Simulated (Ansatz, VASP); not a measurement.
This is a calculation of V for Ansatz 0.2.0. 

Contents of input.yaml:

```yaml
crystal:
  lattice:
    - [-1.51435, 1.51435, 1.51435]
    - [1.51435, -1.51435, 1.51435]
    - [1.51435, 1.51435, -1.51435]
  atoms:
    - { symbol: V, position: [0.0, 0.0, 0.0], spin: 2.0 }
kpoints:
  mp_grid: { grid: [12, 12, 12] }
scf:
  occupations: { method: fermi_dirac, width: 0.05 }
hamiltonian:
  xc: revpbe
  dispersion: d4
  pseudopotentials: { kind: all_electron, lapw: { basis_error: 0.001 } }
magnetization:
  spin_polarized: true
output:
  forces: true
  stress: true
relax:
  f_tol: 0.005
  max_steps: 60
  cell: {}
```

Potentials or basis: all-electron LAPW, scalar-relativistic.

The run is started by

```sh
$ ansatz run input.yaml --threads 2 --pin off --max-ram 6144MiB --backend cpu --events-out ev --progress --plain --runs-dir out
```

Question: Translate it to VASP 6.6.1. Potentials or basis there: PBE PAW files V_sv, 600 eV.

Answer: As run (cutoffs and basis follow the program's own potentials, and thresholds, step limits or extra output files can differ):

INCAR

```
  PREC = Accurate
  ENCUT = 600
  EDIFF = 1E-6
  ISMEAR = -1
  SIGMA = 0.05
  LREAL = F
  LASPH = T
  NELM = 100
  ALGO = Normal
  ISIF = 3
  LWAVE = F
  LCHARG = F
  ISPIN = 2
  MAGMOM = 2
  LORBIT = 11
  LMAXMIX = 4
  GGA = RE
  IVDW = 13
  IBRION = 2
  NSW = 60
  EDIFFG = -0.005
```

File KPOINTS:

```
regular mesh
0
Gamma
  12 12 12
```

File POSCAR:

```
V
1.0
   -1.5143500000      1.5143500000      1.5143500000
    1.5143500000     -1.5143500000      1.5143500000
    1.5143500000      1.5143500000     -1.5143500000
V
1
Direct
    0.0000000000      0.0000000000      0.0000000000
```

Potentials or basis: VASP PAW PBE potentials, release 64 (V_sv).

Run with:

```sh
$ cat potpaw_PBE.64/V_sv/POTCAR > POTCAR
$ mpirun -np 1 vasp_std > vasp.out
```

Both were run:

|  | Ansatz | VASP |
| --- | --- | --- |
| Relaxed volume | 13.23 Å³/atom | 13.25 Å³/atom |
| Relaxed cell | a = 2.581 Å, b = 2.581 Å, c = 2.581 Å, α = 109.47°, β = 109.47°, γ = 109.47° | a = 2.582 Å, b = 2.582 Å, c = 2.582 Å, α = 109.47°, β = 109.47°, γ = 109.47° |
| Space group after relaxing | Im-3m (No. 229) | Im-3m (No. 229) |
| Pressure after relaxing | 0.0 GPa | -0.1 GPa |
| Net moment | 0.00 μB per cell | 0.00 μB per cell |

VASP's potentials were made for PBE.

Where Ansatz's input types no cutoff or centring, it takes its own default and a Γ-centred mesh.

The magnetic state is the one that the start led to; the real crystal's order can differ.

Pressure is positive in compression.
